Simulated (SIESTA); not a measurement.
Crystal: In.

```
CELL_PARAMETERS angstrom
-1.62547 1.62547 2.47370
1.62547 -1.62547 2.47370
1.62547 1.62547 -2.47370
ATOMIC_POSITIONS crystal
In 0.00000 0.00000 0.00000
```

```yaml
Program: SIESTA 5.4.2
Task: relaxation of cell and atoms
Functional: RPBE
Potentials_or_basis: PseudoDojo 0.4 standard (PBE files, fully relativistic)
Basis: DZP (energy shift 0.01 Ry)
Grid_cutoff: 500 Ry
Energy_shift: 0.01 Ry
k_mesh: 8 × 8 × 8
Occupations: fermi-dirac, width 0.05 eV
Spin: non-collinear spin, ferromagnetic start, spin-orbit coupling
Starting_moments: "[[0.289, 0.289, 0.289]] μB"
```

At the start: pressure 2.5 GPa; volume 26.14 Å³/atom.

How do energy, volume and symmetry change on relaxing?

Over 15 steps the energy falls by 42.3 meV/atom and the volume is 27.95 Å³/atom (+6.9 %); space group I4/mmm (No. 139, to 0.05 Å); moment 0.00 μB per cell.

The path:
```csv
step,energy change (eV),largest force (eV/Å),pressure (GPa),volume (Å³)
1,0.0000,0.0000,2.50,26.14
2,-0.0008,0.0000,2.44,26.17
3,-0.0268,0.0000,0.07,27.52
4,-0.0312,0.0000,-1.00,28.58
5,0.0071,0.0000,-3.10,32.24
6,0.0598,0.0000,-3.59,34.14
7,-0.0291,0.0000,-1.74,29.73
8,-0.0329,0.0000,-1.54,29.42
9,-0.0407,0.0000,-0.51,28.31
10,-0.0416,0.0000,0.07,27.81
11,-0.0419,0.0000,-0.08,27.97
12,-0.0419,0.0000,-0.11,28.01
13,-0.0421,0.0000,-0.16,28.07
14,-0.0422,0.0000,-0.09,28.02
15,-0.0423,0.0000,0.02,27.95
```

Final structure:
```
In
1.0
    -1.58947    1.58763    2.76766
     1.58763   -1.58947    2.76766
     1.59033    1.59033   -2.76886
In
1
Cartesian
  0.0000 0.0000 0.0000
```

Caveat: semicore shells carry a single zeta, which can move pressures by several GPa and volumes by a few percent; the potentials were made for another functional, which shifts forces and pressure; the basis of atomic orbitals isn't converged, which shifts pressures, moduli and gaps.
